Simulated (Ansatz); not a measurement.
# (110) slab of zincblende BN, 11.5 Å thick as cut, bare faces

Ansatz, PAW, plane waves, no spin–orbit coupling unless named; atoms relaxed with PBEsol, the curve by HSE06. The curve holds the local part of the PAW potentials, so its shape inside matter depends on the files.

```cif
data_structure
_symmetry_space_group_name_H-M 'P 1'
_symmetry_Int_Tables_number 1
_cell_length_a 2.5497
_cell_length_b 3.6058
_cell_length_c 24.4736
_cell_angle_alpha 90.000
_cell_angle_beta 90.000
_cell_angle_gamma 90.000
_cell_volume 225.00
loop_
_atom_site_label
_atom_site_type_symbol
_atom_site_fract_x
_atom_site_fract_y
_atom_site_fract_z
_atom_site_occupancy
B1 B 0.00128 0.00195 0.68463 1
B2 B 0.00135 0.00423 0.47409 1
B3 B 0.00130 0.95289 0.27462 1
B4 B 0.00133 0.00479 0.57836 1
B5 B 0.00129 0.00252 0.37037 1
B6 B 0.50129 0.50251 0.62986 1
B7 B 0.50132 0.50477 0.42187 1
B8 B 0.50127 0.45290 0.72562 1
B9 B 0.50136 0.50424 0.52614 1
B10 B 0.50129 0.50196 0.31561 1
N1 N 0.00129 0.25331 0.63028 1
N2 N 0.00131 0.25475 0.42190 1
N3 N 0.00127 0.26860 0.73442 1
N4 N 0.00135 0.25440 0.52612 1
N5 N 0.00129 0.25907 0.31659 1
N6 N 0.50134 0.75477 0.57834 1
N7 N 0.50129 0.75331 0.36996 1
N8 N 0.50128 0.75907 0.68365 1
N9 N 0.50135 0.75440 0.47412 1
N10 N 0.50130 0.76860 0.26583 1
```

Planar mean of the electrostatic potential energy along the normal, from the vacuum level:

```json
{"z (Å)": "0.00", "v (eV)": "0.00"}
{"z (Å)": "0.27", "v (eV)": "0.00"}
{"z (Å)": "0.68", "v (eV)": "0.00"}
{"z (Å)": "0.95", "v (eV)": "0.00"}
{"z (Å)": "1.36", "v (eV)": "0.00"}
{"z (Å)": "1.63", "v (eV)": "0.00"}
{"z (Å)": "2.04", "v (eV)": "0.00"}
{"z (Å)": "2.31", "v (eV)": "0.00"}
{"z (Å)": "2.72", "v (eV)": "0.00"}
{"z (Å)": "2.99", "v (eV)": "0.00"}
{"z (Å)": "3.40", "v (eV)": "0.00"}
{"z (Å)": "3.67", "v (eV)": "0.00"}
{"z (Å)": "4.08", "v (eV)": "-0.01"}
{"z (Å)": "4.35", "v (eV)": "-0.02"}
{"z (Å)": "4.76", "v (eV)": "-0.09"}
{"z (Å)": "5.03", "v (eV)": "-0.22"}
{"z (Å)": "5.44", "v (eV)": "-0.87"}
{"z (Å)": "5.71", "v (eV)": "-2.16"}
{"z (Å)": "6.12", "v (eV)": "-9.23"}
{"z (Å)": "6.39", "v (eV)": "-16.25"}
{"z (Å)": "6.80", "v (eV)": "-18.06"}
{"z (Å)": "7.07", "v (eV)": "-14.58"}
{"z (Å)": "7.48", "v (eV)": "-18.64"}
{"z (Å)": "7.75", "v (eV)": "-20.95"}
{"z (Å)": "8.16", "v (eV)": "-13.94"}
{"z (Å)": "8.43", "v (eV)": "-10.39"}
{"z (Å)": "8.84", "v (eV)": "-18.28"}
{"z (Å)": "9.11", "v (eV)": "-20.41"}
{"z (Å)": "9.52", "v (eV)": "-13.27"}
{"z (Å)": "9.79", "v (eV)": "-11.95"}
{"z (Å)": "10.20", "v (eV)": "-19.86"}
{"z (Å)": "10.47", "v (eV)": "-19.65"}
{"z (Å)": "10.88", "v (eV)": "-11.61"}
{"z (Å)": "11.15", "v (eV)": "-13.32"}
{"z (Å)": "11.56", "v (eV)": "-20.50"}
{"z (Å)": "11.83", "v (eV)": "-18.35"}
{"z (Å)": "12.24", "v (eV)": "-11.13"}
{"z (Å)": "12.51", "v (eV)": "-15.30"}
{"z (Å)": "12.78", "v (eV)": "-20.17"}
{"z (Å)": "13.19", "v (eV)": "-16.55"}
{"z (Å)": "13.46", "v (eV)": "-11.28"}
{"z (Å)": "13.87", "v (eV)": "-17.14"}
{"z (Å)": "14.14", "v (eV)": "-20.60"}
{"z (Å)": "14.55", "v (eV)": "-14.72"}
{"z (Å)": "14.82", "v (eV)": "-11.33"}
{"z (Å)": "15.23", "v (eV)": "-18.89"}
{"z (Å)": "15.50", "v (eV)": "-20.20"}
{"z (Å)": "15.91", "v (eV)": "-12.32"}
{"z (Å)": "16.18", "v (eV)": "-11.07"}
{"z (Å)": "16.59", "v (eV)": "-19.68"}
{"z (Å)": "16.86", "v (eV)": "-20.55"}
{"z (Å)": "17.27", "v (eV)": "-14.55"}
{"z (Å)": "17.54", "v (eV)": "-16.12"}
{"z (Å)": "17.95", "v (eV)": "-18.43"}
{"z (Å)": "18.22", "v (eV)": "-13.10"}
{"z (Å)": "18.63", "v (eV)": "-3.67"}
{"z (Å)": "18.90", "v (eV)": "-1.40"}
{"z (Å)": "19.31", "v (eV)": "-0.35"}
{"z (Å)": "19.58", "v (eV)": "-0.14"}
{"z (Å)": "19.99", "v (eV)": "-0.04"}
{"z (Å)": "20.26", "v (eV)": "-0.01"}
{"z (Å)": "20.67", "v (eV)": "0.00"}
{"z (Å)": "20.94", "v (eV)": "0.00"}
{"z (Å)": "21.35", "v (eV)": "0.00"}
{"z (Å)": "21.62", "v (eV)": "0.00"}
{"z (Å)": "22.03", "v (eV)": "0.00"}
{"z (Å)": "22.30", "v (eV)": "0.00"}
{"z (Å)": "22.71", "v (eV)": "0.00"}
{"z (Å)": "22.98", "v (eV)": "0.00"}
{"z (Å)": "23.39", "v (eV)": "0.00"}
{"z (Å)": "23.66", "v (eV)": "0.00"}
{"z (Å)": "24.07", "v (eV)": "0.00"}
{"z (Å)": "24.34", "v (eV)": "0.00"}
```

How far below the vacuum level do the top filled and the lowest empty level lie, by each functional?

PBEsol: 6.71 and 4.28 eV (gap 2.42 eV, a 6×4×1 mesh); HSE06: 7.54 and 3.63 eV (gap 3.92 eV, a 4×3×1 mesh). Either level can be a surface state and not a band edge of the crystal.
